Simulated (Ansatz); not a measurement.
**Si2Mo under changes of volume**

One of the cells (13.416 Å³/atom); the others are scaled copies at fixed shape and fractional positions:

```
CELL_PARAMETERS angstrom
-1.60000 1.60000 3.93050
1.60000 -1.60000 3.93050
1.60000 1.60000 -3.93050
ATOMIC_POSITIONS crystal
Mo 0.00000 0.00000 0.00000
Si 0.66700 0.66700 0.00000
Si 0.33300 0.33300 0.00000
```

* Program: Ansatz 0.2.0
* Functional: PBEsol
* Potentials or basis: all-electron LAPW, scalar-relativistic
* Cutoff: 205 eV (chosen from the basis error)
* Basis error allowed: 0.002 eV/atom
* k mesh: 12 × 12 × 12
* Occupations: fermi-dirac, width 0.05 eV
* Spin: no spin polarisation

| volume (Å³/atom) | energy over the lowest point (meV/atom) | pressure (GPa) | largest force (eV/Å) |
| --- | --- | --- | --- |
| 12.611 | 22.77 | 12.3 | 0.228 |
| 12.879 | 7.00 | 6.7 | 0.263 |
| 13.148 | 0.00 | 1.8 | 0.296 |
| 13.416 | ? | ? | ? |
| 13.684 | 8.82 | -6.7 | 0.355 |
| 13.953 | 23.08 | -10.2 | 0.382 |
| 14.221 | 43.01 | -13.4 | 0.407 |

What does the run at 13.416 Å³/atom give?

Energy over the lowest point 0.88 meV/atom; pressure -2.7 GPa; largest force 0.326 eV/Å.

Worked out: A Birch-Murnaghan fit of order 3 (a polynomial in V^(-2/3)) to the other rows has its minimum at 13.25 Å³/atom with B0 = V·E''(V) = 222 GPa and B' = 4.4 at fixed shape and positions, which overstates the stiffness. It gives 0.88 meV/atom at 13.416 Å³/atom, against the run's 0.88, and -dE/dV = -2.7 GPa, against -2.7.

Energies are extrapolated to zero smearing.
